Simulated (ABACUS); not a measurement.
# TePb (Pm-3m) in ABACUS: a series of runs

Runs on TePb. Level: PBE. Tasks: equation of state.

All numbers are computed with ABACUS 3.10.1; they aren't measurements. Logs are shortened: lines on timing, memory, paths and dates and some standing lists are left out, and cuts for length are marked.

## Step 1: The crystal as given

Symmetry: Pm-3m, No. 221, cubic system. The conventional cell has a = 4.002 Å, b = 4.002 Å, c = 4.002 Å, α = 90.00°, β = 90.00°, γ = 90.00°. Pb (site symmetry m-3m) has 8 Te at 3.47 Å as nearest neighbours. Te (site symmetry m-3m) has 8 Pb at 3.47 Å as nearest neighbours.

Measurements of this composition are mostly on another form, of space group No. 225.

## Step 2: Equation of state, PBE, spin-orbit coupling, no magnetisation, 30.13 Å³/atom (volume scaled by 0.94)

run_abacus.py

```python
"""ABACUS run from a structure file: ASE reads it, the script writes STRU, KPT and INPUT."""
import re
import subprocess
from ase.io import read
from ase.units import Bohr

atoms = read("TePb.xyz")
atoms = atoms[(-atoms.numbers).argsort(kind="stable")]  # ABACUS lists atoms element by element
pseudo = {'Pb': 'Pb.upf', 'Te': 'Te.upf'}
orbital = {'Pb': 'Pb_confined-atom_8au_3s3p2d.orb', 'Te': 'Te_confined-atom_8au_3s3p2d.orb'}
magmoms = None
kmesh = [4, 4, 4]
params = {
    'suffix': 'TePb',
    'calculation': 'scf',
    'basis_type': 'lcao',
    'pseudo_dir': './',
    'orbital_dir': './',
    'symmetry': 0,
    'dft_functional': 'pbe',
    'ecutwfc': 103,
    'pseudo_rcut': 10,
    'nspin': 4,
    'nbands': 56,
    'ks_solver': 'genelpa',
    'smearing_method': 'fd',
    'smearing_sigma': 0.00367493,
    'scf_thr': 1e-07,
    'scf_nmax': 100,
    'mixing_type': 'broyden',
    'mixing_beta': 0.4,
    'cal_force': 1,
    'cal_stress': 1,
    'noncolin': 0,
    'lspinorb': 1,
    'out_mul': 1,
}

symbols = atoms.get_chemical_symbols()
elements = list(dict.fromkeys(symbols))
lines = ["ATOMIC_SPECIES"] + [f"{e} {atoms.get_masses()[symbols.index(e)]:.4f} {pseudo[e]}" for e in elements]
if orbital:
    lines += ["", "NUMERICAL_ORBITAL"] + [orbital[e] for e in elements]
lines += ["", "LATTICE_CONSTANT", f"{1 / Bohr:.10f}", "", "LATTICE_VECTORS"]
lines += [" ".join(f"{x:.10f}" for x in v) for v in atoms.cell]
lines += ["", "ATOMIC_POSITIONS", "Direct"]
for e in elements:
    lines += ["", e, "0.0", str(symbols.count(e))]
    for i, p in enumerate(atoms.get_scaled_positions(wrap=False)):
        if symbols[i] == e:
            mag = "" if magmoms is None else " mag " + " ".join(str(x) for x in (magmoms[i] if isinstance(magmoms[i], list) else [magmoms[i]]))
            lines.append(" ".join(f"{x:.10f}" for x in p) + " 1 1 1" + mag)
open("STRU", "w").write("\n".join(lines) + "\n")
open("KPT", "w").write("K_POINTS\n0\nGamma\n%d %d %d 0 0 0\n" % tuple(kmesh))
open("INPUT", "w").write("INPUT_PARAMETERS\n" + "".join(f"{k:<20s}{v}\n" for k, v in params.items()))

done = subprocess.run(['mpirun', '-np', '4', 'abacus'])
if done.returncode:
    raise SystemExit(done.returncode)
log = open("OUT.TePb/running_scf.log").read()
print("final energy (eV):", re.findall(r"FINAL_ETOT_IS (\S+)", log))
```

TePb.xyz

```xyz
2
Lattice="3.9205847483 0.0000000000 0.0000000000 0.0000000000 3.9205847483 0.0000000000 0.0000000000 0.0000000000 3.9205847483" Properties=species:S:1:pos:R:3 pbc="T T T"
Pb     0.0000000000      0.0000000000      0.0000000000
Te     1.9602923742      1.9602923742      1.9602923742
```

Potentials or basis: PseudoDojo NC FR 0.4 PBE stringent, DZP LCAO (the cutoffs set its grid).

On the command line:

```console
$ OMP_NUM_THREADS=1 python run_abacus.py > log
```

running log:

```text
ABACUS v3.10.1

               Atomic-orbital Based Ab-initio Computation at UStc

 ------------------------------------------------------------------------------------

 READING GENERAL INFORMATION
                           global_out_dir = OUT.TePb/
                           global_in_card = INPUT
                               pseudo_dir = ./
                              orbital_dir = ./
                                    DSIZE = 4
                                    GSIZE = 1

 READING UNITCELL INFORMATION
                                    ntype = 2
                  lattice constant (Bohr) = 1.88973
              lattice constant (Angstrom) = 1

 READING ATOM TYPE 1
                               atom label = Pb
                      L=0, number of zeta = 3
                      L=1, number of zeta = 3
                      L=2, number of zeta = 2
             number of atom for this type = 1
               magnetization of element 1 = [ 0, 0, 0 ]

 READING ATOM TYPE 2
                               atom label = Te
                      L=0, number of zeta = 3
                      L=1, number of zeta = 3
                      L=2, number of zeta = 2
             number of atom for this type = 1
               magnetization of element 2 = [ 0, 0, 0 ]

                        TOTAL ATOM NUMBER = 2
DIRECT COORDINATES
    atom                   x                   y                   z     mag                  vx                  vy                  vz
taud_Pb1            0.0000000000        0.0000000000        0.0000000000  0.0000        0.0000000000        0.0000000000        0.0000000000
taud_Te1            0.5000000000        0.5000000000        0.5000000000  0.0000        0.0000000000        0.0000000000        0.0000000000

                          Volume (Bohr^3) = 406.677
                             Volume (A^3) = 60.2632

 Lattice vectors: (Cartesian coordinate: in unit of a_0)
             +3.92058                  +0                  +0
                   +0            +3.92058                  +0
                   +0                  +0            +3.92058
 Reciprocal vectors: (Cartesian coordinate: in unit of 2 pi/a_0)
            +0.255064                  -0                  +0
                   -0           +0.255064                  -0
                   +0                  -0           +0.255064
 The esolver type has been set to : ksdft_lcao

                PAO radial cut off (Bohr) = 10

 Read in pseudopotential file is Pb.upf
                     pseudopotential type = NC
          exchange-correlation functional = PBE
                 nonlocal core correction = 1
                        valence electrons = 22
                                     lmax = 2
                           number of zeta = 8
                     number of projectors = 10
                           L of projector = 0
                           L of projector = 0
[... 8 lines left out ...]
                PAO radial cut off (Bohr) = 10

 Read in pseudopotential file is Te.upf
                     pseudopotential type = NC
          exchange-correlation functional = PBE
                 nonlocal core correction = 1
                        valence electrons = 24
                                     lmax = 2
                           number of zeta = 8
                     number of projectors = 10
                           L of projector = 0
                           L of projector = 0
[... 6 lines left out ...]
                           L of projector = 2
                           L of projector = 2
     initial pseudo atomic orbital number = 52

 SETUP THE ELECTRONS NUMBER
            electron number of element Pb = 22
      total electron number of element Pb = 22
            electron number of element Te = 24
      total electron number of element Te = 24
            AUTOSET number of electrons:  = 46
                           occupied bands = 46
                                   NLOCAL = 88
                                   NBANDS = 56
                                   NBANDS = 56
                                   NLOCAL = 88

%%%%%%%%%%%%%%%%%%%%%%%%%%%%%%%%%%%%%%%%%%%%%%%%%%%%%%%%%%%%%%%%%%%%%%%%%%%%%%%%%%%%%%%%%%%%%%%%%%%%%%%%%%
 Warning: the number of valence electrons in pseudopotential > 4 for Pb: [Xe] 4f14 5d10 6s2 6p2
 Warning: the number of valence electrons in pseudopotential > 6 for Te: [Kr] 4d10 5s2 5p4
[... 81 lines left out ...]
[... K-POINTS DIRECT COORDINATES: 64 rows ...]

 SETUP PLANE WAVES FOR WAVE FUNCTIONS
     energy cutoff for wavefunc (unit:Ry) = 103
              fft grid for wave functions = [ 48, 48, 48 ]
                    number of plane waves = 9771
                         number of sticks = 553

 PARALLEL PW FOR WAVE FUNCTIONS
     PROC   COLUMNS(POT)             PW
        1            138           2442
        2            138           2442
        3            139           2445
        4            138           2442
 --------------- sum -------------------
        4            553           9771

 SET NONLOCAL PSEUDOPOTENTIAL PROJECTORS
 SET NONLOCAL PSEUDOPOTENTIAL PROJECTORS
 max number of nonlocal projetors among all species is 10

 -------------------------------------------
 SELF-CONSISTENT
 -------------------------------------------

 SETUP SEARCHING RADIUS FOR PROGRAM TO SEARCH ADJACENT ATOMS
                  longest orb rcut (Bohr) = 8
   longest nonlocal projector rcut (Bohr) = 1.54
                     search radius (Bohr) = 19.1
              searching radius is (Bohr)) = 19.1
         searching radius unit is (Bohr)) = 1.89
                         PeriodicBoundary = 1
                        Radius(unit:lat0) = 10.1
                                   glayer = [ 4, 4, 4 ]
                             glayer_minus = [ 3, 3, 3 ]

Find the coordinate range of the input atom(unit:lat0).
                                  min_tau = [ -11.8, -11.8, -11.8 ]
                                  max_tau = [ 13.7, 13.7, 13.7 ]
                                BoxNumber = [ 7, 7, 7 ]

 SETUP EXTENDED REAL SPACE GRID FOR GRID INTEGRATION
                          real space grid = [ 48, 48, 48 ]
                 big cell numbers in grid = [ 12, 12, 12 ]
             meshcell numbers in big cell = [ 4, 4, 4 ]
                        extended fft grid = [ 13, 13, 13 ]
                dimension of extened grid = [ 39, 39, 39 ]
                            UnitCellTotal = 125
              Atom number in sub-FFT-grid = 2
    Local orbitals number in sub-FFT-grid = 88
                                ParaV.nnr = 62920
                                 init_chg = atomic

 LCAO ALGORITHM --------------- ION=   1  ELEC=   1--------------------------------
total magnetism (Bohr mag/cell)	-4.03447e-16	1.17246e-15	2.45211e-15
       absolute magnetism (Bohr mag/cell) = 9.66096e-15

 Density error is 0.021257704834
----------------------------------------------------------
     Energy           Rydberg                 eV
----------------------------------------------------------
 E_KohnSham     -981.8755774379      -13359.1025801961
 E_Harris       -981.7841072381      -13357.8580642806
 E_Fermi        0.9239526957         12.5710213442
----------------------------------------------------------
[... 109 lines left out ...]
 Density error is 7.43296010572e-08
----------------------------------------------------------
     Energy           Rydberg                 eV
----------------------------------------------------------
 E_KohnSham     -981.8830746618      -13359.2045851605
 E_KS(sigma->0) -981.8819083914      -13359.1887172370
 E_Harris       -981.8830814058      -13359.2046769168
 E_band         -128.8502647868      -1753.0977899098
 E_one_elec     -616.4245312380      -8386.8860118156
 E_Hartree      296.4671347641       4033.6423025256
 E_xc           -141.6820970192      -1927.6838240500
 E_Ewald        -520.2412486279      -7078.2453159735
 E_entropy(-TS) -0.0023325409        -0.0317358470
 E_descf        0.0000000000         0.0000000000
 E_exx          0.0000000000         0.0000000000
 E_Fermi        0.9339853620         12.7075227718
----------------------------------------------------------

 charge density convergence is achieved
 final etot is -13359.204585 eV
 EFERMI = 12.707522772 eV

 STATE ENERGY(eV) AND OCCUPATIONS    NSPIN == 4
 1/64 kpoint (Cartesian) = 0.0000 0.0000 0.0000 (1777 pws)
       1       -146.478      0.0156250
       2       -146.478      0.0156250
       3       -127.035      0.0156250
       4       -127.035      0.0156250
       5       -103.120      0.0156250
       6       -103.120      0.0156250
[... 338 lines left out ...]
      55        21.4215    3.19973e-78
      56        21.4215    3.19973e-78

[... levels at 58 further k points ...]

-------------------------------------------------------------------------------------------
       Total Magnetism (uB)                    x                    y                    z
-------------------------------------------------------------------------------------------
                        Pb1         0.0000000000         0.0000000000         0.0000000000
                        Te1         0.0000000000         0.0000000000         0.0000000000
-------------------------------------------------------------------------------------------

-------------------------------------------------------------------------------------------
       Total Magnetism (uB)       Magnitude (uB)       Polar (degree)     Azimuth (degree)
-------------------------------------------------------------------------------------------
                        Pb1         0.0000000000                 -nan         0.0000000000
                        Te1         0.0000000000                 -nan         0.0000000000
-------------------------------------------------------------------------------------------

 correction force for each atom along direction 1 is -8.80710e-14
 correction force for each atom along direction 2 is -1.31107e-16
 correction force for each atom along direction 3 is 1.30312e-14
------------------------------------------------------------------------------------------
 TOTAL-FORCE (eV/Angstrom)
------------------------------------------------------------------------------------------
                       Pb1         0.0000000000         0.0000000000         0.0000000000
                       Te1         0.0000000000         0.0000000000         0.0000000000
------------------------------------------------------------------------------------------

----------------------------------------------------------------
 TOTAL-STRESS (KBAR)
----------------------------------------------------------------
        41.5190161143         0.0000000005        -0.0000000000
         0.0000000005        41.5190161159        -0.0000000000
        -0.0000000000        -0.0000000000        41.5190161116
----------------------------------------------------------------
 TOTAL-PRESSURE: 41.519016 KBAR

 --------------------------------------------
 !FINAL_ETOT_IS -13359.2045851605416829 eV
 --------------------------------------------
```

Wall time 12 s (4 MPI ranks of AMD EPYC 9R14 (Zen 4), shared host); peak memory 0.68 GiB.

Results:

```yaml
Free_energy: -13359.2046 eV
Pressure: 4.2 GPa
Band_gap_on_the_k_mesh: none (metal or under the smearing width)
Mulliken_charges: Pb +0.38; Te -0.38 e
```

Caveat: the k mesh is coarse (spacing up to 0.40 Å⁻¹), so the values aren't converged; the atomic orbitals were generated for these runs and aren't a published set; Mulliken charges move with the basis; the basis of atomic orbitals isn't converged, which shifts pressures, moduli and gaps.

## Step 3: Equation of state, PBE, spin-orbit coupling, no magnetisation, 31.41 Å³/atom (volume scaled by 0.98)

run_abacus.py is that of step 2.

TePb.xyz

```xyz
2
Lattice="3.9754252041 0.0000000000 0.0000000000 0.0000000000 3.9754252041 0.0000000000 0.0000000000 0.0000000000 3.9754252041" Properties=species:S:1:pos:R:3 pbc="T T T"
Pb     0.0000000000      0.0000000000      0.0000000000
Te     1.9877126020      1.9877126020      1.9877126020
```

Potentials or basis: PseudoDojo NC FR 0.4 PBE stringent, DZP LCAO (the cutoffs set its grid).

On the command line:

```console
$ OMP_NUM_THREADS=1 python run_abacus.py > log
```

It took 15 s on 4 MPI ranks of AMD EPYC 9R14 (Zen 4), shared host; peak memory 0.64 GiB.

It converged, with:

| Quantity | Value |
| --- | --- |
| Free energy | -13359.2546 eV |
| Pressure | 2.1 GPa |
| Band gap on the k mesh | none (metal or under the smearing width) |
| Mulliken charges | Pb +0.42; Te -0.42 e |

Caveat: the k mesh is coarse (spacing up to 0.40 Å⁻¹), so the values aren't converged; the atomic orbitals were generated for these runs and aren't a published set; Mulliken charges move with the basis; the basis of atomic orbitals isn't converged, which shifts pressures, moduli and gaps.

## Step 4: Equation of state, PBE, spin-orbit coupling, no magnetisation, 32.70 Å³/atom (volume scaled by 1.02)

run_abacus.py is that of step 3.

TePb.xyz

```xyz
2
Lattice="4.0287929844 0.0000000000 0.0000000000 0.0000000000 4.0287929844 0.0000000000 0.0000000000 0.0000000000 4.0287929844" Properties=species:S:1:pos:R:3 pbc="T T T"
Pb     0.0000000000      0.0000000000      0.0000000000
Te     2.0143964922      2.0143964922      2.0143964922
```

On the command line:

```console
$ OMP_NUM_THREADS=1 python run_abacus.py > log
```

Run time: 14 s. Hardware: 4 MPI ranks of AMD EPYC 9R14 (Zen 4), shared host; peak memory 0.68 GiB.

Results (log left out):

| Property | Result |
| --- | --- |
| Free energy | -13359.2713 eV |
| Pressure | 0.1 GPa |
| Band gap on the k mesh | none (metal or under the smearing width) |
| Mulliken charges | Pb +0.44; Te -0.44 e |

Caveat: the k mesh is coarse (spacing up to 0.39 Å⁻¹), so the values aren't converged; the atomic orbitals were generated for these runs and aren't a published set; Mulliken charges move with the basis; the basis of atomic orbitals isn't converged, which shifts pressures, moduli and gaps.

## Step 5: Equation of state, PBE, spin-orbit coupling, no magnetisation, 33.98 Å³/atom (volume scaled by 1.06)

run_abacus.py is that of step 4.

TePb.xyz

```xyz
2
Lattice="4.0807831442 0.0000000000 0.0000000000 0.0000000000 4.0807831442 0.0000000000 0.0000000000 0.0000000000 4.0807831442" Properties=species:S:1:pos:R:3 pbc="T T T"
Pb     0.0000000000      0.0000000000      0.0000000000
Te     2.0403915721      2.0403915721      2.0403915721
```

On the command line:

```console
$ OMP_NUM_THREADS=1 python run_abacus.py > log
```

Run time: 13 s. Hardware: 4 MPI ranks of AMD EPYC 9R14 (Zen 4), shared host; peak memory 0.64 GiB.

Results (log left out):

| Item | Value |
| --- | --- |
| Free energy | -13359.2602 eV |
| Pressure | -1.5 GPa |
| Band gap on the k mesh | none (metal or under the smearing width) |
| Mulliken charges | Pb +0.46; Te -0.46 e |

Caveat: the k mesh is coarse (spacing up to 0.38 Å⁻¹), so the values aren't converged; the atomic orbitals were generated for these runs and aren't a published set; Mulliken charges move with the basis; the basis of atomic orbitals isn't converged, which shifts pressures, moduli and gaps.

## Step 6: Equation of state, PBE, spin-orbit coupling, no magnetisation

Potentials or basis: PseudoDojo NC FR 0.4 PBE stringent, DZP LCAO (the cutoffs set its grid).

No new run: the results of the series are fitted here.

Results:

```
Equilibrium volume                      : 32.79 Å³/atom
Bulk modulus                            : 44 GPa
Pressure derivative of the bulk modulus : 3.6 (rough: it moves with the points fitted)
```

Energy against volume, from the lowest point:
```
volume (Å³/atom)  energy (meV/atom)
          30.132              33.34
          31.414               8.34
          32.696               0.00
          33.978               5.54
```

Caveat: the k mesh is coarse (spacing up to 0.39 Å⁻¹), so the values aren't converged; the atomic orbitals were generated for these runs and aren't a published set; the basis of atomic orbitals isn't converged, which shifts pressures, moduli and gaps.
